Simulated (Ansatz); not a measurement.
# ZrB2: forces, levels, charges and fields

The system is ZrB2, a structure type of another compound, with these elements put in. Wanted, at the geometry given: gap or metal, charges, bonding, and the stress on the cell.

Method: DFT, PBE, no spin polarisation, plane waves, PAW, in Ansatz 0.2.0.

**1. The system as given**

It takes space group Cmcm (No. 63, orthorhombic). The conventional cell has a = 3.101 Å, b = 12.253 Å, c = 3.077 Å, α = 90.00°, β = 90.00°, γ = 90.00°. Around B (site symmetry m2m) lie 4 B at 2.18 Å and 4 Zr at 2.34 to 2.35 Å. Zr (site symmetry m2m) has 10 B at 2.26 to 2.55 Å as nearest neighbours. B (site symmetry m2m) is surrounded by 2 B at 2.11 Å and 6 Zr at 2.26 to 2.55 Å.

Structure file:

```xyz
6
Lattice="3.1006 0.0000 0.0000 1.5503 -6.1267 0.0000 0.0000 0.0000 -3.0771" Properties=species:S:1:pos:R:3 pbc="T T T"
B     3.1006   -3.0633   -2.3078
B     1.5503   -3.0633   -0.7693
Zr    1.5503   -4.8278   -2.3078
Zr    3.1006   -1.2989   -0.7693
B     1.5503   -0.7229   -2.3078
B     3.1006   -5.4037   -0.7693
```

It is a restart: the density comes from an earlier run on this cell.

**2. The run**

input.yaml reads:

```yaml
crystal:
  lattice:
    - [3.100616, 0.0, 0.0]
    - [1.550308, -6.126688, 0.0]
    - [0.0, 0.0, -3.077132]
  atoms:
    - { symbol: B, position: [0.75, 0.5, 0.75] }
    - { symbol: B, position: [0.25, 0.5, 0.25] }
    - { symbol: Zr, position: [0.106, 0.788, 0.75] }
    - { symbol: Zr, position: [0.894, 0.212, 0.25] }
    - { symbol: B, position: [0.441, 0.118, 0.75] }
    - { symbol: B, position: [0.559, 0.882, 0.25] }
  symmetry: { tolerance: 0.0003 }
kpoints:
  mp_grid: { grid: [8, 8, 8], shift: [0, 0, 0] }
  band_path:
    path:
      - [0.0, 0.0, 0.0]
      - [0.0, -0.5, 0.0]
      - [0.46798493, -0.26600753, 0.0]
      - [0.53201507, 0.26600753, 0.0]
      - [0.0, 0.0, 0.0]
      - [0.0, 0.0, -0.5]
      - [0.53201507, 0.26600753, -0.5]
      - [0.46798493, -0.26600753, -0.5]
      - [0.0, -0.5, -0.5]
      - [0.0, -0.5, 0.0]
      - [0.0, 0.0, 0.0]
    npoints: 6
magnetization:
  spin_polarized: false
scf:
  occupations: { method: fermi_dirac, width: 0.0356 }
  lower_state_search: "off"
  max_iter: 200
hamiltonian:
  pseudopotentials: { kind: paw }
  xc: pbe
basis:
  ecutwfc: 420
  fft_grid_basis: typed
output:
  forces: true
  stress: true
  eigenvalues: true
  bader: true
  populations: true
  elf: true
  write_potential: true
  volumetric_format: npy
  dos:
    e_range: [-12, 8]
    de: 0.05
    projected: { site_lists: { B: [B], Zr: [Zr] } }
checkpoint:
  read: saved_state
```

What does the calculation give? Wanted: largest force; pressure; character; Bader charges.

The runs gave:

| quantity | value |
| --- | --- |
| largest force | 3.647 eV/Å on B |
| pressure | 51.3 GPa |
| formation energy (elements from separate runs) | 0.68 eV/atom |
| character | metal |
| density of states, mean within 0.25 eV of the Fermi level | 4.7 per eV per cell |
| Bader charges | B -0.89 to -0.48, Zr +1.37 e |

Bands cross the Fermi level: a metal; within 0.25 eV of the Fermi level the density of states averages 4.7 per eV per cell, mostly B p (56 %) and Zr d (36 %). Forces reach 3.6 eV/Å, so the geometry is far from rest and the levels are not those of the relaxed cell. By Bader's partition Zr gives up most (+1.37 e) and B takes most (-0.68 e). B feels the largest force, 3.65 eV/Å, so the positions are not relaxed. Set against separate runs on the elements (alpha-rhombohedral (B12), Zr hcp), it forms at 0.68 eV per atom, so at this geometry it is not bound against them.

Caveats: atoms or cell far from equilibrium.
